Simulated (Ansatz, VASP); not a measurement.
## One calculation of BAs (base), two programs

```xyz
2
Lattice="0.0000 2.4045 2.4045 2.4045 0.0000 2.4045 2.4045 2.4045 0.0000" Properties=species:S:1:pos:R:3 pbc="T T T"
B     0.0000    0.0000    0.0000
As    1.2023    1.2023    1.2023
```

Alike in both runs: functional PBE; k mesh 10 × 10 × 10; occupations gaussian, width 0.02 eV; no spin polarisation.

Ansatz relaxed the structure, and its values are those at the end. VASP's run is a single point on that final structure, the one shown.

```csv
,VASP,Ansatz
version,VASP 6.6.1,Ansatz 0.2.0
potentials or method,"VASP PAW PBE potentials, release 64 (B, As)","scalar-relativistic, plane waves, PAW"
plane-wave cutoff (eV),520,420
valence electrons in the cell,8,18
```

Ansatz gave:

| Item | Value |
| --- | --- |
| gap on the k mesh at the Fermi level (eV) | 1.20 |
| least direct gap on the mesh (eV) | 3.26 |
| pressure (GPa) | 0.0 |

Question: Estimate VASP's values.

Answer: gap on the k mesh at the Fermi level (eV): 1.20; least direct gap on the mesh (eV): 3.25; pressure (GPa): 0.6.

The two sets of potentials don't hold the same shells in valence.

A k mesh can miss the band edges.
